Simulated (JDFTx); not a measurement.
## Os under changes of volume

One of the cells (13.982 Å³/atom); the others are scaled copies at fixed shape and fractional positions:

```
CELL_PARAMETERS angstrom
2.73410 0.00000 0.00000
-1.36705 2.36780 0.00000
0.00000 0.00000 4.31970
ATOMIC_POSITIONS crystal
Os 0.66667 0.33333 0.75000
Os 0.33333 0.66667 0.25000
```

| Quantity | Value |
| --- | --- |
| Program | JDFTx 1.7.0 (patched build) |
| Functional | PBE |
| Potentials or basis | PseudoDojo-SR-PBE-0.5-standard |
| Cutoff | 1007 eV |
| Density cutoff | 8055 eV |
| k mesh | 11 × 11 × 6 |
| Occupations | fermi-dirac, width 0.05 eV |
| Spin | no spin polarisation |

```csv
volume (Å³/atom),energy over the lowest point (meV/atom),pressure (GPa)
13.143,126.87,39.4
13.423,68.40,27.8
13.703,29.09,17.5
13.982,6.90,8.2
14.262,0.00,-0.1
14.542,6.73,-7.4
14.821,?,?
```

Problem. What does the run at 14.821 Å³/atom give?

Solution. Energy over the lowest point 25.63 meV/atom; pressure -14.0 GPa.

Worked out: A Birch-Murnaghan fit of order 3 (a polynomial in V^(-2/3)) to the other rows has its minimum at 14.26 Å³/atom with B0 = V·E''(V) = 399 GPa and B' = 4.7 at fixed shape and positions, which overstates the stiffness. It gives 25.67 meV/atom at 14.821 Å³/atom, against the run's 25.63, and -dE/dV = -14.1 GPa, against -14.0.

Energies are extrapolated to zero smearing.
